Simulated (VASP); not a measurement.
Sn: relaxation of cell and atoms with RPBE

Sn:

```
Sn
1.0
    -2.91615    2.91615    1.59115
     2.91615   -2.91615    1.59115
     2.91615    2.91615   -1.59115
Sn
2
Direct
  0.00000 0.00000 0.00000
  0.75000 0.25000 0.50000
```

- Program: VASP 6.6.1
- Task: relaxation of cell and atoms
- Functional: RPBE
- Potentials or basis: VASP PAW PBE potentials, release 64 (Sn_d)
- Cutoff: 600 eV
- k mesh: 16 × 16 × 16
- Occupations: gaussian, width 0.1 eV
- Spin: no spin polarisation
- Further INCAR settings: ALGO = Normal; EDIFF = 1e-07; IBRION = 2; EDIFFG = -0.005; NSW = 90; ISIF = 3

```json
{
  "Relaxed volume": "29.26 Å³/atom",
  "Relaxed cell": "a = 4.545 Å, b = 4.545 Å, c = 4.545 Å, α = 97.33°, β = 97.33°, γ = 138.16°",
  "Space group after relaxing (to 0.05 Å)": "I4_1/amd (No. 141)",
  "Energy gained by relaxing": "26.6 meV/atom",
  "Ionic steps": "7",
  "Pressure after relaxing": "0.0 GPa",
  "Band gap on the k mesh": "none (metal or under the smearing width)"
}
```

Step by step:
| step | energy change (eV) | largest force (eV/Å) | pressure (GPa) | volume (Å³) |
| --- | --- | --- | --- | --- |
| 1 | 0.0000 | 0.0000 | 4.10 | 54.12 |
| 2 | -0.0500 | 0.0000 | -0.84 | 59.74 |
| 3 | -0.0531 | 0.0000 | 0.01 | 58.53 |
| 4 | -0.0531 | 0.0000 | -0.05 | 58.62 |
| 5 | -0.0532 | 0.0000 | -0.05 | 58.61 |
| 6 | -0.0532 | 0.0000 | -0.05 | 58.60 |
| 7 | -0.0532 | 0.0000 | 0.02 | 58.51 |

Final structure:
```yaml
crystal:
  lattice:
    - [-3.00215, 3.00215, 1.62303]
    - [3.00215, -3.00215, 1.62303]
    - [3.00215, 3.00215, -1.62303]
  atoms:
    - { symbol: Sn, position: [0.00000, 0.00000, 0.00000] }
    - { symbol: Sn, position: [0.75000, 0.25000, 0.50000] }
```

Levels at points of the mesh, in eV from the Fermi level:
| k point | band 10 | band 11 | band 12 | band 13 | band 14 | band 15 | band 16 | band 17 | band 18 |
| --- | --- | --- | --- | --- | --- | --- | --- | --- | --- |
| (0.00, 0.00, 0.00) | -21.25 | -10.59 | -3.88 | -1.82 | -1.82 | 3.02 | 5.81 | 5.81 | 6.48 |
| (0.50, 0.00, 0.00) | -21.30 | -6.71 | -5.16 | -2.34 | -1.57 | -0.99 | 2.30 | 2.67 | 4.32 |
| (0.50, 0.50, 0.00) | -21.35 | -8.51 | -8.51 | 0.56 | 0.56 | 1.39 | 1.39 | 5.82 | 5.82 |
| (0.50, 0.50, 0.50) | -21.40 | -7.38 | -7.38 | -4.42 | -4.42 | 4.92 | 4.92 | 8.62 | 8.62 |

It took 12 min on 1 thread of Intel(R) Xeon(R) 6975P-C (Granite Rapids), with other jobs on the host, peak memory 0.48 GiB.

Caveat: the PAW data sets were made with another functional, which shifts forces and pressure a little. Zero-point motion and thermal expansion aren't in these numbers.
